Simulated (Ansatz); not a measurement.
All-electron card of As

```yaml
crystal:
  lattice:
    - [1.82500, -5.50000, 0.00000]
    - [1.82500, 5.50000, 0.00000]
    - [0.00000, 0.00000, 4.47000]
  atoms:
    - { symbol: As, position: [0.11000, 0.89000, 0.94000] }
    - { symbol: As, position: [0.61000, 0.39000, 0.56000] }
    - { symbol: As, position: [0.89000, 0.11000, 0.06000] }
    - { symbol: As, position: [0.39000, 0.61000, 0.44000] }
```

Atoms are numbered in the order listed.

The cell is COD entry 9013006, as deposited and not checked against the literature; nothing was relaxed.

Theory: DFT, PBE, all-electron LAPW, scalar-relativistic (Ansatz 0.2.0).

Sampling and basis: a Γ-centred 10×10×8 k mesh, Fermi–Dirac smearing of 0.05 eV, basis error target 1 meV/atom, no spin polarisation.

| Quantity | Value |
| --- | --- |
| Pressure at this cell | 2.98 GPa |
| Band gap | none at this level of theory (metallic, semimetallic, or a small gap that the functional closes) |
| Stress xx, yy, zz (compression positive) | 3.85, 2.88, 2.22 GPa |
| Largest force | 0.131 eV/Å on As1 |
| Density of states at the Fermi level (0.2 eV bin) | 0.06 states/eV per cell |
| Volume per atom | 22.43 Å³ |
